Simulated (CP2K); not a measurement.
Runs of CP2K 2026.2 on Si2Mo. Symmetry: I4/mmm, No. 139, tetragonal system. Conventional cell: a = 3.200 Å, b = 3.200 Å, c = 7.861 Å, α = 90.00°, β = 90.00°, γ = 90.00°. Around Mo (site symmetry 4/mmm) lie 10 Si at 2.62 Å. Si (site symmetry 4mm) has 5 Si at 2.61 to 2.63 Å and 5 Mo at 2.62 Å as nearest neighbours. 

| potentials or basis | gap on the mesh (eV) | pressure (GPa) | largest force (eV/Å) |
| --- | --- | --- | --- |
| POTENTIAL_UZH Mo GTH-PBE0-q14, Si GTH-PBE0-q4; DZVP-MOLOPT-SR-GTH basis | none | 2.1 | 0.28 |
| POTENTIAL_UZH Mo GTH-SCAN-q14, Si GTH-SCAN-q4; DZVP-MOLOPT-SR-GTH basis | none | 1.8 | (c) |
| GTH_POTENTIALS Mo GTH-BLYP-q14, Si GTH-BLYP-q4; DZVP-MOLOPT-SR-GTH basis | none | (a) | 0.27 |
| GTH_POTENTIALS Mo GTH-PADE-q14, Si GTH-PADE-q4; DZVP-MOLOPT-SR-GTH basis | none | (b) | 0.25 |
| GTH_POTENTIALS Mo GTH-PBE-q14, Si GTH-PBE-q4; DZVP-MOLOPT-SR-GTH basis | none | 2.1 | 0.29 |

Alike in all rows: task atomic charges; level PBE; no spin polarisation; cell as given; k mesh 12 × 12 × 12; smearing fermi-dirac 0.05 eV.

Problem. Fill in the values left out.

Solution. (a) 3.2; (b) -2.2; (c) 0.26.

Caveats: the basis of atomic orbitals isn't converged, which shifts pressures, moduli and gaps; the potentials were made for another functional, which shifts forces and pressure (some runs).

A k mesh can miss the band edges, and the runs leave out spin-orbit coupling on Mo.

A gap of «none» marks a metal or a gap under the smearing width.
